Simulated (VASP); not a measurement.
# Ca (Im-3m) in VASP: notebook

The runs below take Ca through single point, with r2SCAN.

Program: VASP 6.6.1. These are calculated values, not measurements. Logs are shortened: lines on timing, memory, paths and dates and some standing lists are left out, and cuts for length are marked.

### Step 1. Starting point

Symmetry: Im-3m, No. 229, cubic system. Conventional cell: a = 4.433 Å, b = 4.433 Å, c = 4.433 Å, α = 90.00°, β = 90.00°, γ = 90.00°. Ca (site symmetry m-3m) has 8 Ca at 3.84 Å as nearest neighbours.

This isn't the form of Ca at room conditions, which is fcc.

### Step 2. Single point, r2SCAN

POSCAR reads:

```
Ca
1.0
   -2.2165307470      2.2165307470      2.2165307470
    2.2165307470     -2.2165307470      2.2165307470
    2.2165307470      2.2165307470     -2.2165307470
Ca
1
Direct
    0.0000000000      0.0000000000      0.0000000000
```

INCAR.step1 reads:

```
SYSTEM = Ca
PREC = Accurate ; ENCUT = 520
ISMEAR = 1 ; SIGMA = 0.1
LREAL = .FALSE. ; LASPH = .TRUE.
NELM = 100 ; NBANDS = 11
GGA = PE ; ALGO = Normal
EDIFF = 1E-4 ; LWAVE = .TRUE.
LCHARG = .FALSE.
```

INCAR.step2 reads:

```
SYSTEM = Ca
PREC = Accurate ; ENCUT = 520
EDIFF = 1E-6 ; ISMEAR = 1
SIGMA = 0.1 ; LREAL = .FALSE.
LASPH = .TRUE. ; NELM = 100
ALGO = Normal ; ISIF = 2
LWAVE = .FALSE. ; LCHARG = .FALSE.
METAGGA = R2SCAN ; LMIXTAU = .TRUE.
NBANDS = 11 ; ISTART = 1
```

KPOINTS reads:

```
regular mesh
0
G
  6 6 6
  0 0 0
```

Potentials or basis: VASP PAW PBE potentials, release 64 (Ca_sv).

Run with:

```sh
$ cat potpaw_PBE.64/Ca_sv/POTCAR > POTCAR
$ cp INCAR.step1 INCAR
$ mpirun -np 1 vasp_std > vasp.out
$ cp INCAR.step2 INCAR
$ mpirun -np 1 vasp_std > vasp.out
```

OUTCAR:

```text
SYSTEM = Ca
   PREC = Accurate
   ENCUT = 520
   EDIFF = 1E-6
   ISMEAR = 1
   LREAL = .FALSE.
   LASPH = .TRUE.
   NELM = 100
   ISIF = 2
   METAGGA = R2SCAN
   ISTART = 1

 ion  position               nearest neighbor table
   1  0.000  0.000  0.000-

  LATTYP: Found a body centered cubic cell.
 ALAT       =     4.4330614940

  Lattice vectors:

 A1 = (  -2.2165307470,   2.2165307470,   2.2165307470)
 A2 = (   2.2165307470,  -2.2165307470,   2.2165307470)
 A3 = (   2.2165307470,   2.2165307470,  -2.2165307470)

Analysis of symmetry for initial positions (statically):
=====================================================================
 Subroutine PRICEL returns:
 Original cell was already a primitive cell.

 Routine SETGRP: Setting up the symmetry group for a
 body centered cubic supercell.

 Subroutine GETGRP returns: Found 48 space group operations
 (whereof 48 operations were pure point group operations)
 out of a pool of 48 trial point group operations.

The static configuration has the point symmetry O_h .

Analysis of symmetry for dynamics (positions and initial velocities):
=====================================================================
 Subroutine PRICEL returns:
 Original cell was already a primitive cell.

 Routine SETGRP: Setting up the symmetry group for a
 body centered cubic supercell.

 Subroutine GETGRP returns: Found 48 space group operations
 (whereof 48 operations were pure point group operations)
 out of a pool of 48 trial point group operations.

The dynamic configuration has the point symmetry O_h .

 Subroutine INISYM returns: Found 48 space group operations
 (whereof 48 operations are pure point group operations),
 and found     1 'primitive' translations

----------------------------------------------------------------------------------------

                                     Primitive cell

  volume of cell :      43.5593

  direct lattice vectors                    reciprocal lattice vectors
    -2.216530747  2.216530747  2.216530747     0.000000000  0.225577742  0.225577742
     2.216530747 -2.216530747  2.216530747     0.225577742  0.000000000  0.225577742
     2.216530747  2.216530747 -2.216530747     0.225577742  0.225577742  0.000000000

  length of vectors
     3.839143870  3.839143870  3.839143870     0.319015101  0.319015101  0.319015101

  position of ions in fractional coordinates (direct lattice)
[... 73 lines left out ...]
   NFREE  =      0    steps in history (QN), initial steepest desc. (CG)
   ISIF   =      2    stress and relaxation
   ISYM   =      2    0-nonsym 1-usesym 2-fastsym
   POTIM  = 0.5000    time-step for ionic-motion
   TEBEG  =    0.0;   TEEND  =   0.0 temperature during run
   PSTRESS=    0.0 pullay stress
   NELECT =      10.0000    total number of electrons
   NUPDOWN=      -1.0000    fix difference up-down
   EMIN   =  10.00;   EMAX   =-10.00  energy-range for DOS
   EFERMI =   0.00;   METHOD = LEGACY
   ISMEAR =     1;   SIGMA  =   0.10  broadening in eV -4-tet -1-fermi 0-gaus
   EFERMI_NEDOS =   21; number of points for ismear=-14 and -15
   IALGO  =     38    algorithm
   IMIX   =      4    mixing-type and parameters
     AMIX     =   0.40;   BMIX     =  1.00
     AMIX_MAG =   1.60;   BMIX_MAG =  1.00
  volume/ion in A,a.u.               =      43.56       293.95
  Fermi-wavevector in a.u.,A,eV,Ry     =   1.002415  1.894290 13.671633  1.004837
  Thomas-Fermi vector in A             =   2.134901
   LORBIT       =      0    0 simple, 1 ext, 2 COOP (PROOUT), +10 PAW based schemes
   METAGGA = R2SCAN    functional components
   LHFCALC =     F    Hartree Fock is set to
   AEXX    =    0.0000 exact exchange contribution
   IVDW    =     0    specifies the selected vdW correction
   LEPSILON=     F    determine dielectric tensor
   LRPA    =     F    only Hartree local field effects (RPA)
 non-spin polarized calculation
 Methfessel and Paxton  Order N= 1 SIGMA  =   0.10
  energy-cutoff  :      520.00
  volume of cell :       43.56
 maximum number of plane-waves:      1186
 NGX is ok and might be reduce to    30

 number of electron      10.0000003 magnetization

 Free energy of the ion-electron system (eV)
  ---------------------------------------------------
  ext. energy  EPLUGINS =         0.00000000
  ---------------------------------------------------
  free energy    TOTEN  =        -7.01360366 eV

  energy without entropy =       -7.01231331  energy(sigma->0) =       -7.01317354

 E-fermi :   1.9409     XC(G=0):  -8.1176

 val. band max:        1.9036774349   @ k =   0.3333   0.1667   0.1667
 cond. band min:       1.9713779290   @ k =   0.5000   0.5000   0.3333
 fundamental gap:      0.0677004940
 Fermi energy:         1.9409111771

 k-point     1 :       0.0000    0.0000    0.0000
  band No.  band energies     occupation
      1     -42.0038      2.00000
      2     -22.0321      2.00000
      3     -22.0320      2.00000
      4     -22.0320      2.00000
      5      -2.3535      2.00000
      6       4.5303      0.00000
      7       4.5303      0.00000
      8       4.5303      0.00000
      9       5.5947      0.00000
     10       5.5947      0.00000
     11      12.5338      0.00000
[... 197 lines left out ...]
 k-point    16 :       0.5000    0.5000    0.5000
  band No.  band energies     occupation
      1     -41.9800      2.00000
      2     -22.1266      2.00000
      3     -22.1266      2.00000
      4     -22.1266      2.00000
      5       2.0854     -0.06001
      6       2.0854     -0.06001
      7       5.9673      0.00000
      8       5.9673      0.00000
      9       5.9673      0.00000
     10       6.4091      0.00000
     11       6.4091      0.00000

------------------------ aborting loop because EDIFF is reached ----------------------------------------

  FORCE on cell =-STRESS in cart. coord.  units (eV):
  Direction    XX          YY          ZZ          XY          YZ          ZX
  --------------------------------------------------------------------------------------
  -------------------------------------------------------------------------------------
  Total        0.0110868      0.0110868      0.0110868     -0.0000000     -0.0000000     -0.0000000
  in kB        0.4077879      0.4077879      0.4077879     -0.0000000     -0.0000000     -0.0000000
  external PRESSURE =       0.4077879 kB  Pullay stress =       0.0000000 kB

 VOLUME and BASIS-vectors are now :
 -----------------------------------------------------------------------------
  energy-cutoff  :      520.00
  volume of cell :       43.56
      direct lattice vectors                 reciprocal lattice vectors
    -2.216530747  2.216530747  2.216530747     0.000000000  0.225577742  0.225577742
     2.216530747 -2.216530747  2.216530747     0.225577742  0.000000000  0.225577742
     2.216530747  2.216530747 -2.216530747     0.225577742  0.225577742  0.000000000

 POSITION                                       TOTAL-FORCE (eV/Angst)
 -----------------------------------------------------------------------------------
      0.00000      0.00000      0.00000         0.000000     -0.000000     -0.000000
 -----------------------------------------------------------------------------------
    total drift:                               -0.000000     -0.000000      0.000000

  FREE ENERGIE OF THE ION-ELECTRON SYSTEM (eV)
  ---------------------------------------------------
  free  energy   TOTEN  =        -7.0136036630 eV

  energy  without entropy=       -7.0123133070  energy(sigma->0) =       -7.01317354
```

OSZICAR.step1:

```text
N       E                     dE             d eps       ncg     rms          rms(c)
DAV:   1     0.686631476828E+02    0.68663E+02   -0.50932E+03   352   0.832E+02
DAV:   2    -0.322918013660E+00   -0.68986E+02   -0.68283E+02   400   0.214E+02
DAV:   3    -0.186904124876E+01   -0.15461E+01   -0.15338E+01   560   0.296E+01
DAV:   4    -0.191101384772E+01   -0.41973E-01   -0.41923E-01   434   0.461E+00
DAV:   5    -0.191179747822E+01   -0.78363E-03   -0.78353E-03   524   0.480E-01    0.223E+00
DAV:   6    -0.190667239605E+01    0.51251E-02   -0.10119E-02   417   0.110E+00    0.136E+00
DAV:   7    -0.190597100441E+01    0.70139E-03   -0.16278E-02   409   0.148E+00    0.976E-02
DAV:   8    -0.190559494165E+01    0.37606E-03   -0.15912E-03   424   0.389E-01    0.197E-02
DAV:   9    -0.190561541319E+01   -0.20472E-04   -0.91966E-05   361   0.723E-02
   1 F= -.19056154E+01 E0= -.19055065E+01  d E =-.326649E-03
```

It took 37 s on 1 thread of Intel Xeon Platinum 8488C (Sapphire Rapids), shared host; peak memory 0.16 GiB.

What came out:

| Quantity | Value |
| --- | --- |
| Free energy | -7.0136 eV |
| Pressure | 0.0 GPa |
| Band gap on the k mesh | none (metal or under the smearing width) |

Caveat: the PAW data sets were made with another functional, which shifts forces and pressure a little.

### Step 3. Single point, r2SCAN

This run uses another cell than the first one, of 44.67 Å³/atom, 1.026 times its volume.

POSCAR reads:

```
Ca
1.0
   -2.2352212714      2.2352212714      2.2352212714
    2.2352212714     -2.2352212714      2.2352212714
    2.2352212714      2.2352212714     -2.2352212714
Ca
1
Direct
    0.0000000000      0.0000000000      0.0000000000
```

INCAR.step1 reads:

```
SYSTEM = Ca
  ALGO = Normal
  EDIFF = 1E-4
  ENCUT = 520
  GGA = PE
  ISMEAR = 1
  LASPH = .TRUE.
  LCHARG = .FALSE.
  LREAL = .FALSE.
  LWAVE = .TRUE.
  NBANDS = 11
  NELM = 100
  PREC = Accurate
  SIGMA = 0.1
```

INCAR.step2 reads:

```
SYSTEM = Ca
  ALGO = Normal
  EDIFF = 1E-6
  ENCUT = 520
  ISIF = 2
  ISMEAR = 1
  ISTART = 1
  LASPH = .TRUE.
  LCHARG = .FALSE.
  LMIXTAU = .TRUE.
  LREAL = .FALSE.
  LWAVE = .FALSE.
  METAGGA = R2SCAN
  NBANDS = 11
  NELM = 100
  PREC = Accurate
  SIGMA = 0.1
```

KPOINTS reads:

```
k-points
0
G
  6 6 6
  0 0 0
```

Potentials or basis: VASP PAW PBE potentials, release 64 (Ca_sv).

Run with:

```sh
$ cat potpaw_PBE.64/Ca_sv/POTCAR > POTCAR
$ cp INCAR.step1 INCAR
$ mpirun -np 1 vasp_std > vasp.out
$ cp INCAR.step2 INCAR
$ mpirun -np 1 vasp_std > vasp.out
```

OUTCAR:

```text
SYSTEM = Ca
   EDIFF = 1E-6
   ENCUT = 520
   ISIF = 2
   ISMEAR = 1
   ISTART = 1
   LASPH = .TRUE.
   LREAL = .FALSE.
   METAGGA = R2SCAN
   NELM = 100
   PREC = Accurate

 ion  position               nearest neighbor table
   1  0.000  0.000  0.000-

  LATTYP: Found a body centered cubic cell.
 ALAT       =     4.4704425428

  Lattice vectors:

 A1 = (  -2.2352212714,   2.2352212714,   2.2352212714)
 A2 = (   2.2352212714,  -2.2352212714,   2.2352212714)
 A3 = (   2.2352212714,   2.2352212714,  -2.2352212714)

Analysis of symmetry for initial positions (statically):
=====================================================================
 Subroutine PRICEL returns:
 Original cell was already a primitive cell.

 Routine SETGRP: Setting up the symmetry group for a
 body centered cubic supercell.

 Subroutine GETGRP returns: Found 48 space group operations
 (whereof 48 operations were pure point group operations)
 out of a pool of 48 trial point group operations.

The static configuration has the point symmetry O_h .

Analysis of symmetry for dynamics (positions and initial velocities):
=====================================================================
 Subroutine PRICEL returns:
 Original cell was already a primitive cell.

 Routine SETGRP: Setting up the symmetry group for a
 body centered cubic supercell.

 Subroutine GETGRP returns: Found 48 space group operations
 (whereof 48 operations were pure point group operations)
 out of a pool of 48 trial point group operations.

The dynamic configuration has the point symmetry O_h .

 Subroutine INISYM returns: Found 48 space group operations
 (whereof 48 operations are pure point group operations),
 and found     1 'primitive' translations

----------------------------------------------------------------------------------------
[... 106 lines left out ...]
   LORBIT       =      0    0 simple, 1 ext, 2 COOP (PROOUT), +10 PAW based schemes
   METAGGA = R2SCAN    functional components
   LHFCALC =     F    Hartree Fock is set to
   AEXX    =    0.0000 exact exchange contribution
   IVDW    =     0    specifies the selected vdW correction
   LEPSILON=     F    determine dielectric tensor
   LRPA    =     F    only Hartree local field effects (RPA)
 non-spin polarized calculation
 Methfessel and Paxton  Order N= 1 SIGMA  =   0.10
  energy-cutoff  :      520.00
  volume of cell :       44.67
 maximum number of plane-waves:      1264
 NGX is ok and might be reduce to    30

 number of electron      10.0000002 magnetization

 Free energy of the ion-electron system (eV)
  ---------------------------------------------------
  ext. energy  EPLUGINS =         0.00000000
  ---------------------------------------------------
  free energy    TOTEN  =        -7.01282896 eV

  energy without entropy =       -7.01153921  energy(sigma->0) =       -7.01239904

 E-fermi :   1.8457     XC(G=0):  -8.0373

 val. band max:        1.8062351138   @ k =   0.3333   0.1667   0.1667
 cond. band min:       1.8714243110   @ k =   0.3333   0.1667   0.1667
 fundamental gap:      0.0651891972
 Fermi energy:         1.8457153590

 k-point     1 :       0.0000    0.0000    0.0000
  band No.  band energies     occupation
      1     -42.1641      2.00000
      2     -22.1946      2.00000
      3     -22.1946      2.00000
      4     -22.1946      2.00000
      5      -2.4048      2.00000
      6       4.3946      0.00000
      7       4.3946      0.00000
      8       4.3947      0.00000
      9       5.4350      0.00000
     10       5.4350      0.00000
     11      12.3152      0.00000
[... 197 lines left out ...]
 k-point    16 :       0.5000    0.5000    0.5000
  band No.  band energies     occupation
      1     -42.1428      2.00000
      2     -22.2813      2.00000
      3     -22.2813      2.00000
      4     -22.2813      2.00000
      5       2.0181     -0.03506
      6       2.0181     -0.03506
      7       5.7676      0.00000
      8       5.7676      0.00000
      9       5.7676      0.00000
     10       6.2210      0.00000
     11       6.2210      0.00000

------------------------ aborting loop because EDIFF is reached ----------------------------------------

  FORCE on cell =-STRESS in cart. coord.  units (eV):
  Direction    XX          YY          ZZ          XY          YZ          ZX
  --------------------------------------------------------------------------------------
  -------------------------------------------------------------------------------------
  Total       -0.1092129     -0.1092129     -0.1092129      0.0000000     -0.0000000      0.0000000
  in kB       -3.9170844     -3.9170844     -3.9170844      0.0000000     -0.0000000      0.0000000
  external PRESSURE =      -3.9170844 kB  Pullay stress =       0.0000000 kB

 VOLUME and BASIS-vectors are now :
 -----------------------------------------------------------------------------
  energy-cutoff  :      520.00
  volume of cell :       44.67
      direct lattice vectors                 reciprocal lattice vectors
    -2.235221271  2.235221271  2.235221271     0.000000000  0.223691500  0.223691500
     2.235221271 -2.235221271  2.235221271     0.223691500  0.000000000  0.223691500
     2.235221271  2.235221271 -2.235221271     0.223691500  0.223691500  0.000000000

 POSITION                                       TOTAL-FORCE (eV/Angst)
 -----------------------------------------------------------------------------------
      0.00000      0.00000      0.00000         0.000000      0.000000      0.000000
 -----------------------------------------------------------------------------------
    total drift:                               -0.000000     -0.000000      0.000000

  FREE ENERGIE OF THE ION-ELECTRON SYSTEM (eV)
  ---------------------------------------------------
  free  energy   TOTEN  =        -7.0128289642 eV

  energy  without entropy=       -7.0115392063  energy(sigma->0) =       -7.01239904
```

OUTCAR.step1:

```text
SYSTEM = Ca
   EDIFF = 1E-4
   ENCUT = 520
   GGA = PE
   ISMEAR = 1
   LASPH = .TRUE.
[... 432 lines left out ...]
 -----------------------------------------------------------------------------------
      0.00000      0.00000      0.00000         0.000000      0.000000     -0.000000
 -----------------------------------------------------------------------------------
    total drift:                               -0.000000     -0.000000      0.000000

  FREE ENERGIE OF THE ION-ELECTRON SYSTEM (eV)
  ---------------------------------------------------
  free  energy   TOTEN  =        -1.9017873056 eV

  energy  without entropy=       -1.9019777051  energy(sigma->0) =       -1.90185077
```

Run time: 36 s. Hardware: 1 thread of Intel Xeon Platinum 8488C (Sapphire Rapids), shared host; peak memory 0.16 GiB.

Results:

```
Free energy            : -7.0128 eV
Pressure               : -0.4 GPa
Band gap on the k mesh : none (metal or under the smearing width)
```

Levels at points of the mesh, in eV from the Fermi level:
| k point | band 1 | band 2 | band 3 | band 4 | band 5 | band 6 | band 7 | band 8 | band 9 | band 10 |
| --- | --- | --- | --- | --- | --- | --- | --- | --- | --- | --- |
| (0.00, 0.00, 0.00) | -44.01 | -24.04 | -24.04 | -24.04 | -4.25 | 2.55 | 2.55 | 2.55 | 3.59 | 3.59 |
| (0.50, 0.00, 0.00) | -44.00 | -24.16 | -24.08 | -24.04 | -0.86 | -0.21 | 1.56 | 3.50 | 3.86 | 4.59 |
| (0.50, 0.50, 0.50) | -43.99 | -24.13 | -24.13 | -24.13 | 0.17 | 0.17 | 3.92 | 3.92 | 3.92 | 4.38 |

Caveat: the PAW data sets were made with another functional, which shifts forces and pressure a little.
